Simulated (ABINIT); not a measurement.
Crystal: TePb.

```
Pb Te
1.0
     0.00000    3.23100    3.23100
     3.23100    0.00000    3.23100
     3.23100    3.23100    0.00000
Pb Te
1 1
Cartesian
  0.0000 0.0000 0.0000
  3.2310 3.2310 3.2310
```

Base run:

* Program: ABINIT 10.8.3 (patched build)
* Functional: PBEsol
* Potentials or basis: JTH PAW PBE v2.0
* Cutoff: 707 eV
* k mesh: 7 × 7 × 7
* Occupations: fermi-dirac, width 0.05 eV
* Spin: no spin polarisation

Its results: pressure -0.6 GPa.

Problem. After a change of settings the same cell gave: pressure 3.4 GPa. Which change was it?
A. functional from PBEsol to PW91
B. functional from PBEsol to RPBE
C. functional from PBEsol to BLYP
D. functional from PBEsol to AM05

Solution. B.

RPBE binds less tightly than PBEsol, so the same cell stands under more pressure.

Caveats: the PAW data sets were made with another functional, which shifts forces and pressure a little.

Runs at the PBE level aren't shown here.
